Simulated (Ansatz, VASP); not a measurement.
# Cross-check of SiO2 between VASP and Ansatz

Wanted: the spread between two codes on one cell, functional and k mesh. Of the first pair: The cell is taken from a series of runs on this material, whose earlier steps may have relaxed, scaled, displaced or heated it; both programs get it as it stands.

Program: Ansatz 0.2.0. Level of theory: plane waves, with VASP 6.6.1 beside it; relaxation of cell and atoms at PBEsol and single point at PBEsol. Results are calculated unless marked as measured.

## 1. Starting point

The structure is trigonal, space group P3_221 (No. 154). Conventional cell: a = 4.950 Å, b = 4.950 Å, c = 5.443 Å, α = 90.00°, β = 90.00°, γ = 120.00°. Nearest to Si lie 4 O at 1.62 Å. Nearest to O lie 2 Si at 1.62 Å. Farther neighbours and most contacts between anions are not listed.

As a file:

```xyz
9
Lattice="4.9503 0.0000 0.0000 -2.4751 4.2871 0.0000 0.0000 0.0000 5.4426" Properties=species:S:1:pos:R:3 pbc="T T T"
Si    2.3291    0.0000    3.6284
Si   -1.1645    2.0170    1.8142
Si    1.3106    2.2700    0.0000
O     1.3823    1.1434    4.2763
O     3.2689    0.6254    2.4621
O     2.7742    2.5183    0.6479
O     0.2991    1.7688    1.1663
O    -1.0929    3.1436    2.9805
O     0.7938    3.6617    4.7947
```

## 2. VASP: relaxation of cell and atoms, PBEsol

The relaxed volume is the usual yardstick between codes: in a stiff, nearly cubic crystal its relative difference is about their pressure difference at one cell divided by the bulk modulus.

Lines of VASP's logs that name or quote its potential files are left out, and so is its time.

File INCAR:

```
SYSTEM = SiO2
PREC = Accurate
ENCUT = 600
EDIFF = 1E-07
NELM = 120
ISMEAR = -1
SIGMA = 0.02
LREAL = .FALSE.
ALGO = Normal
GGA = PS
NBANDS = 33
LORBIT = 11
LWAVE = .FALSE.
LCHARG = .FALSE.
ISIF = 3
IBRION = 2
NSW = 80
EDIFFG = -0.005
LASPH = .TRUE.
GGA_COMPAT = .FALSE.
NELMIN = 4
EFERMI = MIDGAP
KPAR = 2
```

File POSCAR:

```
SiO2
1.0
    4.9502670107      0.0000000000      0.0000000000
   -2.4751335054      4.2870569868      0.0000000000
    0.0000000000      0.0000000000      5.4426194963
Si O
3 6
Direct
    0.4704933886      0.0000000000      0.6666666667
    0.0000000000      0.4704933886      0.3333333333
    0.5295066114      0.5295066114      0.0000000000
    0.4125914612      0.2667150205      0.7857041737
    0.7332849795      0.1458764407      0.4523708404
    0.8541235593      0.5874085388      0.1190375070
    0.2667150205      0.4125914612      0.2142958263
    0.1458764407      0.7332849795      0.5476291596
    0.5874085388      0.8541235593      0.8809624930
```

File KPOINTS:

```
Automatic mesh
0
Gamma
7 7 5
0 0 0
```

Potentials, in the order of the species: Si and O (PBE family, release 64).

Started as:

```bash
> mpirun -np 2 vasp_std
```

Numbers of over 12 decimals in the logs are rounded to 6 here.

Log:

```text
[banner, memory and clock lines left out]
running    2 mpi-ranks, on    1 nodes
 distrk:  each k-point on    1 cores,    2 groups
 distr:  one band on    1 cores,    1 groups

 POSCAR found type information on POSCAR SiO
 POSCAR found :  2 types and       9 ions
|                                                                             |
|               ----> ADVICE to this user running VASP <----                  |
|                                                                             |
|     You enforced a specific xc type in the INCAR file but a different       |
|     [... a line on the potential file left out ...]
|     I HOPE YOU KNOW WHAT YOU ARE DOING!                                     |
|                                                                             |

 LDA part: xc-table for (Slater+PW92), standard interpolation
 POSCAR, INCAR and KPOINTS ok, starting setup
 FFT: planning ... GRIDC
 FFT: planning ... GRID_SOFT
 FFT: planning ... GRID
 WAVECAR not read
 entering main loop
       N       E                     dE             d eps       ncg     rms          rms(c)
DAV:   1     0.300908841873E+03    0.30091E+03   -0.27075E+04  2112   0.150E+03
DAV:   2    -0.621705064259E+02   -0.36308E+03   -0.35069E+03  2791   0.320E+02
DAV:   3    -0.824197164262E+02   -0.20249E+02   -0.20164E+02  2663   0.800E+01
DAV:   4    -0.826515949168E+02   -0.23188E+00   -0.23164E+00  2631   0.952E+00
DAV:   5    -0.826551161712E+02   -0.35213E-02   -0.35200E-02  2640   0.116E+00    0.245E+01
DAV:   6    -0.741145452539E+02    0.85406E+01   -0.32334E+01  2502   0.303E+01    0.120E+01
DAV:   7    -0.740529628240E+02    0.61582E-01   -0.87411E-01  2632   0.468E+00    0.442E+00
DAV:   8    -0.740232377053E+02    0.29725E-01   -0.43054E-02  2606   0.162E+00    0.154E+00
DAV:   9    -0.740280002761E+02   -0.47626E-02   -0.17639E-02  2560   0.992E-01    0.338E-01
DAV:  10    -0.740297525632E+02   -0.17523E-02   -0.35539E-03  2605   0.311E-01    0.964E-02
DAV:  11    -0.740297001801E+02    0.52383E-04   -0.10940E-03  2672   0.190E-01    0.229E-02
DAV:  12    -0.740297038108E+02   -0.36307E-05   -0.37205E-05  2670   0.363E-02    0.164E-02
DAV:  13    -0.740297073694E+02   -0.35586E-05   -0.16512E-05  2640   0.213E-02    0.377E-03
DAV:  14    -0.740297078735E+02   -0.50404E-06   -0.66044E-07  2663   0.459E-03    0.794E-04
DAV:  15    -0.740297078658E+02    0.76761E-08   -0.57914E-08  1872   0.133E-03
   1 F= -.74029708E+02 E0= -.74029708E+02  d E =-.740297E+02
[...]
2 F= -.74029604E+02 E0= -.74029604E+02  d E =0.103495E-03
[...]
3 F= -.74029858E+02 E0= -.74029858E+02  d E =-.149875E-03
[...]
4 F= -.74029885E+02 E0= -.74029885E+02  d E =-.270052E-04
[...]
5 F= -.74029888E+02 E0= -.74029888E+02  d E =-.305759E-04
[...]
6 F= -.74029900E+02 E0= -.74029900E+02  d E =-.120666E-04
 trial-energy change:   -0.000012  1 .order   -0.000012   -0.000016   -0.000008
 step:   0.4062(harm=  0.4062)  dis= 0.00054  next Energy=   -74.029905 (dE=-0.164E-04)
 bond charge predicted
       N       E                     dE             d eps       ncg     rms          rms(c)
DAV:   1    -0.740299042427E+02   -0.38087E-05   -0.93844E-04  2122   0.195E-01    0.857E-03
DAV:   2    -0.740299051630E+02   -0.92035E-06   -0.16342E-05  2687   0.243E-02    0.471E-03
DAV:   3    -0.740299049010E+02    0.26203E-06   -0.35516E-07  2350   0.442E-03    0.220E-03
DAV:   4    -0.740299048486E+02    0.52389E-07   -0.19815E-07  1836   0.319E-03
   7 F= -.74029905E+02 E0= -.74029905E+02  d E =-.165323E-04
 curvature:  -0.60 expect dE=-0.189E-05 dE for cont linesearch -0.294E-08
 trial: gam= 0.00963 g(F)=  0.260E-05 g(S)=  0.566E-06 ort = 0.108E-05 (trialstep = 0.240E+00)
 search vector abs. value=  0.320E-05
 reached required accuracy - stopping structural energy minimisation
```

From OUTCAR (step 2):

```text
ion  position               nearest neighbor table
   1  0.470  0.000  0.667-   4 1.62   8 1.62   5 1.62   9 1.62   3 3.08   3 3.08   2 3.08   2 3.08

  LATTYP: Found a hexagonal cell.
 ALAT       =     4.9502670107
 C/A-ratio  =     1.0994597836

 Subroutine GETGRP returns: Found  6 space group operations
 (whereof  2 operations were pure point group operations)

The static configuration has the point symmetry C_2 .
 The point group associated with its full space group is D_3 .

 Found     32 irreducible k-points:

   k-points           NKPTS =     32   k-points in BZ     NKDIM =     32   number of bands    NBANDS=     33

   dimension x,y,z NGX =    40 NGY =   40 NGZ =   48
   dimension x,y,z NGXF=    80 NGYF=   80 NGZF=   96

   ENCUT  =  600.0 eV  44.10 Ry    6.64 a.u.   9.89  9.89 10.87*2*pi/ulx,y,z

   NELECT =      48.0000    total number of electrons

 k-points in reciprocal lattice and weights: Automatic mesh
   0.00000000  0.00000000  0.00000000       0.004
   0.14285714  0.00000000  0.00000000       0.024
   0.28571429  0.00000000  0.00000000       0.024
   0.42857143  0.00000000  0.00000000       0.024
   0.14285714  0.14285714  0.00000000       0.024
   0.28571429  0.14285714  0.00000000       0.049
   0.42857143  0.14285714  0.00000000       0.024
   0.28571429  0.28571429  0.00000000       0.024
   0.00000000  0.00000000  0.20000000       0.008
[...]
0.42857143  0.14285714  0.40000000       0.049
   0.28571429  0.28571429  0.40000000       0.049

 average (electrostatic) potential at core
       1 -86.4231       2 -86.4231       3 -86.4231       4 -72.5022       5 -72.5022
       6 -72.5022       7 -72.5022       8 -72.5022       9 -72.5022

 E-fermi :   3.6933

 k-point     1 :       0.0000    0.0000    0.0000
  band No.  band energies     occupation
    ...
     20      -0.1534      2.00000
     21      -0.1534      2.00000
     22       0.1631      2.00000
     23       0.5276      2.00000
     24       0.5276      2.00000
     25       6.5517      0.00000
     26       9.8765      0.00000
     27       9.8765      0.00000
     28      10.3166      0.00000
     29      10.3166      0.00000
    ...

 k-point     2 :       0.1429    0.0000    0.0000
  band No.  band energies     occupation
    ...
     20      -0.1986      2.00000
     21      -0.1540      2.00000
     22       0.0876      2.00000
     23       0.5740      2.00000
     24       0.5973      2.00000
     25       6.8684      0.00000
     26       9.8386      0.00000
     27       9.8958      0.00000
     28      10.3409      0.00000
     29      10.4294      0.00000
    ...

 k-point     3 :       0.2857    0.0000    0.0000
  band No.  band energies     occupation
    ...
     20      -0.2453      2.00000
     21      -0.1568      2.00000
     22       0.0147      2.00000
     23       0.6067      2.00000
     24       0.7189      2.00000
     25       7.6571      0.00000
     26       9.8622      0.00000
     27       9.9231      0.00000
     28      10.4658      0.00000
     29      10.7102      0.00000
    ...

  Total       -0.0068192     -0.0068192      0.0035449      0.0000000     -0.0000000      0.0000000
  in kB       -0.0944469     -0.0944469      0.0490972      0.0000000     -0.0000000      0.0000000
  external PRESSURE =      -0.0465988 kB  Pullay stress =       0.0000000 kB

  energy-cutoff  :      600.00
  volume of cell :      115.68
      direct lattice vectors                 reciprocal lattice vectors
     4.952397665 -0.000000000 -0.000000000     0.201922396  0.116579949  0.000000000
    -2.476198833  4.288902188  0.000000000     0.000000000  0.233159899 -0.000000000
    -0.000000000  0.000000000  5.446231497     0.000000000 -0.000000000  0.183613201

 POSITION                                       TOTAL-FORCE (eV/Angst)
 -----------------------------------------------------------------------------------
      2.32853     -0.00000      3.63082         0.000500     -0.000000     -0.000000
     -1.16427      2.01657      1.81541        -0.000250      0.000433      0.000000
      1.31193      2.27234      0.00000        -0.000250     -0.000433     -0.000000
      1.38304      1.14494      4.27934        -0.001065      0.001437     -0.002376
      3.26933      0.62528      2.46393        -0.000712     -0.001641     -0.002376
      2.77622      2.51868      0.64852         0.001777      0.000204     -0.002376
      0.30003      1.77022      1.16689         0.001777     -0.000204      0.002376
     -1.09315      3.14396      2.98230        -0.001065     -0.001437      0.002376
      0.79313      3.66362      4.79771        -0.000712      0.001641      0.002376
 -----------------------------------------------------------------------------------
    total drift:                               -0.000002     -0.000003      0.000000

  FREE ENERGIE OF THE ION-ELECTRON SYSTEM (eV)
  ---------------------------------------------------
  free  energy   TOTEN  =       -74.0299048486 eV

  energy  without entropy=      -74.0299048486  energy(sigma->0) =      -74.02990485

 reached required accuracy - stopping structural energy minimisation

 total charge
# of ion       s       p       d       tot
------------------------------------------
    1        0.646   0.996   0.000   1.642
    2        0.646   0.996   0.000   1.642
    3        0.646   0.996   0.000   1.642
    4        1.541   3.679   0.000   5.220
    5        1.541   3.679   0.000   5.220
    6        1.541   3.679   0.000   5.220
    7        1.541   3.679   0.000   5.220
    8        1.541   3.679   0.000   5.220
    9        1.541   3.679   0.000   5.220
--------------------------------------------------
tot         11.185  25.062   0.000  36.247

[... 3 further parts left out ...]
```

The run keeps the 6 symmetry operations of its start, so it cannot find a distortion of lower symmetry.

(Part 1 of 3 ends here.)

[Lines on the potential files, build, host, timing and source positions are cut from VASP's logs without a mark.]

[Logs are printed without paths, hosts, clocks, repeated set-up lines and the standing remarks that a program may print on its own settings, such as how far it seeks lower states.]

[Hosts, paths, dates, database ids (printed as entryN), source tags and the programs' standing remarks are cut or masked in the printed files.]
